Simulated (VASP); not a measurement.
# BN: cell size and functional, part 3 of 3

Which functional gives which lattice for BN? The starting structure is a measured crystal structure from the Crystallography Open Database. The first relaxation on each setting starts from this cell expanded by 3 % in volume.

VASP 6.6.1.

Results so far: PBEsol 9.40 Å³ an atom; LDA 8.69 Å³ an atom; PBE 10.56 Å³ an atom; PBEsol + D3(BJ) 8.66 Å³ an atom; r2SCAN 9.20 Å³ an atom; r2SCAN + rVV10 8.79 Å³ an atom.

**8. Relaxation with optB86b-vdW (continued)**

Level of this step: optB86b-vdW; plane waves and PAW (N, B) (VASP).

From OUTCAR (step 8):

```text
  Total        0.0057380      0.0057380      0.0044986      0.0000000      0.0000000      0.0000000
  in kB        0.2595447      0.2595447      0.2034822      0.0000000      0.0000000      0.0000000
  external PRESSURE =       0.2408572 kB  Pullay stress =       0.0000000 kB

 POSITION                                       TOTAL-FORCE (eV/Angst)
 -----------------------------------------------------------------------------------
      1.25637      0.72536      1.61949        -0.000000      0.000000      0.000000
     -0.00000      1.45073      4.85846         0.000000     -0.000000     -0.000000
      1.25637      0.72536      4.85846         0.000000      0.000000      0.000000
     -0.00000      1.45073      1.61949        -0.000000     -0.000000      0.000000
 -----------------------------------------------------------------------------------
    total drift:                               -0.000000      0.000000      0.000000

  FREE ENERGIE OF THE ION-ELECTRON SYSTEM (eV)
  ---------------------------------------------------
  free  energy   TOTEN  =       -31.3535937414 eV

  energy  without entropy=      -31.3535937414  energy(sigma->0) =      -31.35359374

[... 2 parts as in an earlier step ...]

[... 2 further parts left out ...]
[key lines of the parts left out:]
E-fermi :   2.6170
```

With optB86b-vdW the relaxed cell holds 8.855 Å³ an atom, -2.07 % against the measured cell, with a = 2.513 Å and c = 6.478 Å. That is -5.75 % from PBEsol. Pressures at 0.985 and 1.015 times this volume, from two more relaxations that aren't shown, give a bulk modulus of 30.1 GPa.

**9. Relaxation with AM05**

AM05 is built from the electron gas and the surface model, and does well on lattice constants. This run starts from the cell of an earlier relaxation, which isn't shown; the restart sets up the plane waves anew.

The input, INCAR:

```
SYSTEM = BN
PREC = Accurate
ENCUT = 520
EDIFF = 1E-06
NELM = 100
ISMEAR = 0
SIGMA = 0.03
LREAL = .FALSE.
ALGO = Normal
GGA = AM
NBANDS = 14
LORBIT = 11
LWAVE = .FALSE.
LCHARG = .FALSE.
KPAR = 8
IBRION = 2
NSW = 50
ISIF = 3
EDIFFG = -0.006
```

The input, POSCAR:

```
BN
1.0
    2.5058590397      0.0000000000      0.0000000000
   -1.2529295199      2.1701375867      0.0000000000
    0.0000000000      0.0000000000      7.2974666341
N B
2 2
Direct
    0.6666666667      0.3333333333      0.2500000000
    0.3333333333      0.6666666667      0.7500000000
    0.6666666667      0.3333333333      0.7500000000
    0.3333333333      0.6666666667      0.2500000000
```

The input, KPOINTS:

```
Automatic mesh
0
Gamma
10 10 4
0 0 0
```

The projector-augmented-wave data sets are N and B (PBE family, release 64).

On the command line:

```sh
$ mpirun -np 8 vasp_std
```

What it wrote:

```text
[... set-up lines as in an earlier step ...]
 entering main loop
       N       E                     dE             d eps       ncg     rms          rms(c)
DAV:   1     0.591556757635E+02    0.59156E+02   -0.80978E+03  1176   0.105E+03
DAV:   2    -0.351829337809E+02   -0.94339E+02   -0.85698E+02  1608   0.238E+02
DAV:   3    -0.395325897106E+02   -0.43497E+01   -0.43245E+01  1578   0.532E+01
DAV:   4    -0.395727313667E+02   -0.40142E-01   -0.40133E-01  1364   0.554E+00
[...]
DAV:  11    -0.361062059188E+02   -0.25109E-03   -0.21632E-04  1368   0.117E-01    0.251E-02
DAV:  12    -0.361062182371E+02   -0.12318E-04   -0.38423E-05  1302   0.465E-02    0.291E-03
DAV:  13    -0.361062186575E+02   -0.42045E-06   -0.10914E-06  1210   0.883E-03
   1 F= -.36106219E+02 E0= -.36106219E+02  d E =-.361062E+02
[... from here on, the cycles between the ionic steps are left out ...]
   2 F= -.36106485E+02 E0= -.36106485E+02  d E =-.265961E-03
   3 F= -.36106656E+02 E0= -.36106656E+02  d E =-.437695E-03
   4 F= -.36106730E+02 E0= -.36106730E+02  d E =-.739363E-04
   5 F= -.36106947E+02 E0= -.36106947E+02  d E =-.291097E-03
   6 F= -.36107363E+02 E0= -.36107363E+02  d E =-.706998E-03
   7 F= -.36108121E+02 E0= -.36108121E+02  d E =-.146429E-02
   8 F= -.36109336E+02 E0= -.36109336E+02  d E =-.267962E-02
   9 F= -.36110534E+02 E0= -.36110534E+02  d E =-.387775E-02
  10 F= -.36110566E+02 E0= -.36110566E+02  d E =-.390990E-02
  11 F= -.36110854E+02 E0= -.36110854E+02  d E =-.287394E-03
  12 F= -.36110894E+02 E0= -.36110894E+02  d E =-.328198E-03
[...]
reached required accuracy - stopping structural energy minimisation
```

The job ended after 25 s (8 MPI ranks of Intel Xeon 6975P-C (Granite Rapids), shared host; peak memory 1.5 GiB; 2.5 min of CPU time).

From OUTCAR (step 9):

```text
  Total        0.0077574      0.0077574     -0.0109574     -0.0000000      0.0000000      0.0000000
  in kB        0.2949045      0.2949045     -0.4165562     -0.0000000      0.0000000      0.0000000
  external PRESSURE =       0.0577509 kB  Pullay stress =       0.0000000 kB

 POSITION                                       TOTAL-FORCE (eV/Angst)
 -----------------------------------------------------------------------------------
      1.25303      0.72343      1.93720         0.000000     -0.000000      0.000000
     -0.00000      1.44687      5.81161         0.000000      0.000000      0.000000
      1.25303      0.72343      5.81161        -0.000000      0.000000      0.000000
     -0.00000      1.44687      1.93720         0.000000     -0.000000     -0.000000
 -----------------------------------------------------------------------------------
    total drift:                                0.000000     -0.000000      0.000000

  FREE ENERGIE OF THE ION-ELECTRON SYSTEM (eV)
  ---------------------------------------------------
  free  energy   TOTEN  =       -36.1108944518 eV

  energy  without entropy=      -36.1108944518  energy(sigma->0) =      -36.11089445

[... 2 parts as in an earlier step ...]

[... 2 further parts left out ...]
[key lines of the parts left out:]
E-fermi :   1.1948
```

With AM05 the relaxed cell holds 10.536 Å³ an atom, +16.52 % against the measured cell, with a = 2.506 Å and c = 7.749 Å. That is +12.14 % from PBEsol.

**10. All runs side by side**

```tsv
level	volume (Å³/atom)	against the measured cell (%)	a (Å)	c (Å)	bulk modulus (GPa)	pressure left (GPa)	core minutes
PBEsol	9.396	3.91	2.5057	6.912	12.2	0.04	1.36
LDA	8.685	-3.95	2.4906	6.4667	27.9	-0.02	1.84
PBE	10.563	16.81	2.513	7.7255	-	-0.04	4.56
PBEsol + D3(BJ)	8.661	-4.22	2.5019	6.3909	30.5	0.02	1.95
r2SCAN	9.195	1.69	2.5026	6.7816	22.5	0.02	4.93
r2SCAN + rVV10	8.793	-2.76	2.5025	6.4853	40.0	-0.05	25.1
optB86b-vdW	8.855	-2.07	2.5127	6.4779	30.1	0.02	27.3
AM05	10.536	16.52	2.5061	7.7488	-	0.01	5.79
```

Core minutes are wall time times ranks, summed over the relaxations behind a row (those for a bulk modulus apart), on shared hosts.

**11. What came out**

```json
{
  "volume, PBEsol": "9.396 Å³/atom",
  "volume, LDA": "8.685 Å³/atom",
  "volume, PBE": "10.56 Å³/atom",
  "volume, PBEsol + D3(BJ)": "8.661 Å³/atom",
  "volume, r2SCAN": "9.195 Å³/atom",
  "volume, r2SCAN + rVV10": "8.793 Å³/atom",
  "volume, optB86b-vdW": "8.855 Å³/atom",
  "volume, AM05": "10.54 Å³/atom"
}
```

**Reading.** Across 8 levels the volume of BN spans 22.0 %, from 8.66 Å³ an atom (PBEsol + D3(BJ)) to 10.56 Å³ (PBE). Against the measured volume of the starting structure, r2SCAN comes nearest (+1.7 %) and PBE lies farthest (+16.8 %). The measured cell holds zero-point expansion and, unless it was taken cold, thermal expansion, which the runs lack, so small differences decide nothing. With PBE and AM05 the restart alone still moved the volume by over 1 % (+5.3 and +6.2 %), so these cells may not have settled. Adding D3(BJ) to PBEsol changes the volume by -7.8 %. Adding rVV10 to r2SCAN changes the volume by -4.4 %. The bulk modulus goes from 12.2 GPa (PBEsol) to 40.0 GPa (r2SCAN + rVV10). LASPH is on in some of these runs and off in others, which adds a little to the differences. The bonds form layers, and levels without a dispersion term can match their spacing only by luck. All runs keep the symmetry of the start, so they can't find a distortion of lower symmetry. Further runs on this material are not shown.

[Lines on the potential files, build, host, timing and source positions are cut from VASP's logs without a mark.]

[Logs are printed without paths, hosts, clocks, repeated set-up lines and the standing remarks that a program may print on its own settings, such as how far it seeks lower states.]

[Hosts, paths, dates, database ids (printed as entryN), source tags and the programs' standing remarks are cut or masked in the printed files.]
